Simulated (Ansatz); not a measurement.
## G0W0 run on LiH (Fm-3m)

All numbers below come from G0W0@r²SCAN, full frequency by contour deformation, hand-made PAW set at its accurate level (Ansatz 0.2.0-dev).

Input:

```json
{
 "crystal": {"lattice": [[0.0, 2.042, 2.042], [2.042, 0.0, 2.042], [2.042, 2.042, 0.0]], "atoms": [{"symbol": "Li", "position": [0.0, 0.0, 0.0]}, {"symbol": "H", "position": [0.5, 0.5, 0.5]}]},
 "basis": {"precision": "f64", "xc_grid": 2},
 "kpoints": {"mp_grid": {"grid": [4, 4, 4], "shift": [0, 0, 0]}},
 "hamiltonian": {"xc": "r2scan", "dispersion": "none", "pseudopotentials": {"kind": "paw", "source": "ansatz", "level": "accurate"}},
 "magnetization": {"spin_polarized": false},
 "scf": {"lower_state_search": "off", "max_iter": 200, "occupations": {"method": "fixed"}, "convergence": {"dr2_threshold": "1e-10 eV"}},
 "output": {},
 "gw": {"n_empty_bands": 110, "ecut_chi": 200, "ecutfock_ratio": 2, "qp_bands": ["v1", "c1"], "screening": {"model": "contour_deformation"}}
}
```

Levels count from the highest filled Kohn-Sham level listed; ε_QP = ε_KS + Z(Σ − Vxc). VB is the top filled band, CB the lowest empty one. Points in brackets are given in fractions of the reciprocal vectors. A dash marks a part that wasn't solved. The wave cutoff came out at 1000 eV.

| k | band | ε_KS (eV) | Σx − Vxc (eV) | Σc (eV) | Z | ε_QP (eV) |
| --- | --- | --- | --- | --- | --- | --- |
| Γ | VB | -5.31 | -5.23 | – | – | – |
| Γ | CB | 16.77 | 6.00 | – | – | – |
| (0, -0.5, -0.5) | VB | 0.00 | -3.19 | 1.59 | 0.77 | -1.23 |
| (0, -0.5, -0.5) | CB | 3.66 | 3.88 | -3.42 | 0.81 | 4.03 |

The gap (direct at k = (0, -0.5, -0.5)) opens from 3.66 eV to 5.26 eV.

Electronic (ion-clamped) dielectric constant on this mesh, from the head of the inverse dielectric matrix: 4.0.

The cell is a model at fixed atoms and needn't be the relaxed known crystal. The PAW or pseudopotential files were made with PBE. The mesh is coarse, so these are values at the stated settings, not converged ones. Band sums or response are cut, so the gap isn't at its basis limit. The gap is read on the mesh, and the crystal's band edges can lie off it. With r²SCAN or HSE06 the Kohn-Sham levels are generalised ones. Meshes this coarse can overestimate the dielectric constant by a tenth and more.
